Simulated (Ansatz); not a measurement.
BaTiO3 (Barioperovskite):

```
Ba Ti O
1.0
     3.98550    0.00000    0.00000
     0.00000    2.83690    2.84515
     0.00000   -2.83690    2.84515
Ba Ti O
1 1 3
Cartesian
  0.0000 0.0000 0.0000
  1.9928 0.0000 2.9157
  1.9928 1.3804 4.2594
  1.9928 -1.3804 4.2594
  0.0000 0.0000 2.7735
```

Base run:

- Program: Ansatz 0.2.0
- Functional: r2SCAN
- Potentials or basis: Ansatz PAW
- Cutoff: 500 eV
- Density cutoff: 2000 eV
- k mesh: 7 × 7 × 7
- Occupations: fermi-dirac, width 0.05 eV
- Spin: no spin polarisation
- Hubbard terms: Ti d U = 5 eV

Its results: band gap on the k mesh 2.99 eV, indirect (least direct gap 3.15 eV); pressure 0.9 GPa; largest force 0.279 eV/Å.

**Question.** The run is repeated on the same cell with these changes: hubbard terms from Ti d U = 5 eV to none; hubbard projectors from ortho-atomic (the default) to none. What comes out?

**Answer.** Band gap on the k mesh 2.34 eV, indirect (least direct gap 2.44 eV); pressure -0.9 GPa; largest force 0.314 eV/Å.

The U term pushes filled and empty states of the shell apart.

Caveats: the k mesh misses the band edges, so the gap on the mesh is wider than the one along the path; spin-orbit coupling is left out, which moves the levels of the heavy elements; the PAW data sets come from PBE, with cores solved anew for the run's functional, which leaves a small shift of forces and pressure.

Not every run made on this cell is shown here.
